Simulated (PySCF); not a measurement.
Compound: C5H5N.
Bonds: C1–C2 (aromatic), C2–C3 (aromatic), C3–N4 (aromatic), N4–C5 (aromatic), C5–C6 (aromatic), C1–C6 (aromatic). Hydrogens: H7 on C1; H8 on C2; H9 on C3; H10 on C5; H11 on C6.

The same species was optimised twice, with GFN2-xTB and with PBE0-D3(BJ)/def2-SVP (PySCF), and the same property calculations (PySCF, gas phase) were run on both structures.

```json
{"coordinate": "C3–N4 (Å)", "GFN2-xTB": "1.322", "PBE0-D3(BJ)/def2-SVP": "1.331", "change": "+0.009"}
{"coordinate": "N4–C5 (Å)", "GFN2-xTB": "1.322", "PBE0-D3(BJ)/def2-SVP": "1.331", "change": "+0.009"}
{"coordinate": "C2–C3 (Å)", "GFN2-xTB": "1.387", "PBE0-D3(BJ)/def2-SVP": "1.395", "change": "+0.008"}
{"coordinate": "C5–C6 (Å)", "GFN2-xTB": "1.387", "PBE0-D3(BJ)/def2-SVP": "1.395", "change": "+0.008"}
{"coordinate": "C1–C2 (Å)", "GFN2-xTB": "1.386", "PBE0-D3(BJ)/def2-SVP": "1.393", "change": "+0.007"}
{"coordinate": "C1–C6 (Å)", "GFN2-xTB": "1.386", "PBE0-D3(BJ)/def2-SVP": "1.393", "change": "+0.007"}
{"coordinate": "C3–N4–C5 (°)", "GFN2-xTB": "118.1", "PBE0-D3(BJ)/def2-SVP": "117.7", "change": "-0.4"}
{"coordinate": "C2–C1–C6 (°)", "GFN2-xTB": "118.7", "PBE0-D3(BJ)/def2-SVP": "118.5", "change": "-0.2"}
{"coordinate": "N4–C5–C6 (°)", "GFN2-xTB": "123.4", "PBE0-D3(BJ)/def2-SVP": "123.6", "change": "+0.2"}
{"coordinate": "C1–C2–C3 (°)", "GFN2-xTB": "118.2", "PBE0-D3(BJ)/def2-SVP": "118.4", "change": "+0.2"}
{"coordinate": "C1–C6–C5 (°)", "GFN2-xTB": "118.2", "PBE0-D3(BJ)/def2-SVP": "118.3", "change": "+0.1"}
{"coordinate": "C2–C3–N4 (°)", "GFN2-xTB": "123.4", "PBE0-D3(BJ)/def2-SVP": "123.5", "change": "+0.1"}
```

Rotational constants: A = 6122, B = 5917, C = 3009 MHz (GFN2-xTB) against A = 6052, B = 5836, C = 2971 MHz (PBE0-D3(BJ)/def2-SVP). Point groups within 0.08 Å: C2v and C2v.

On the GFN2-xTB structure: HOMO (eV) -7.37 [PBE0/pcSseg-1]; LUMO (eV) -0.77 [PBE0/pcSseg-1]; dipole (D) 2.23 [PBE0/pcSseg-1]; GIAO shielding of C1 (ppm) 45.5 [PBE0/pcSseg-1]; GIAO shielding of C2/C6 (mean) (ppm) 58.4 [PBE0/pcSseg-1]; GIAO shielding of C3/C5 (mean) (ppm) 30.9 [PBE0/pcSseg-1]; GIAO shielding of N4 (ppm) -94.1 [PBE0/pcSseg-1].

What do these properties become on the PBE0-D3(BJ)/def2-SVP structure?

```csv
property,level,on GFN2-xTB,on PBE0-D3(BJ)/def2-SVP,change
HOMO (eV),PBE0/pcSseg-1,-7.37,-7.42,-0.05
LUMO (eV),PBE0/pcSseg-1,-0.77,-0.83,-0.06
dipole (D),PBE0/pcSseg-1,2.23,2.25,+0.02
"energy, GFN2-xTB geometry as zero (kcal/mol)",PBE0/pcSseg-1,0.0,-0.2,-0.2
GIAO shielding of C1 (ppm),PBE0/pcSseg-1,45.5,43.6,-1.9
GIAO shielding of C2/C6 (mean) (ppm),PBE0/pcSseg-1,58.4,55.9,-2.5
GIAO shielding of C3/C5 (mean) (ppm),PBE0/pcSseg-1,30.9,28.4,-2.5
GIAO shielding of N4 (ppm),PBE0/pcSseg-1,-94.1,-98.5,-4.4
```

The heavy atoms differ by 0.008 Å rms after alignment. Among bonds between heavy atoms C2–C3, C3–N4, N4–C5 and C5–C6 change most and about equally (+0.008 to +0.009 Å). Changes are differences of the printed values. Neither structure is proved a minimum here.
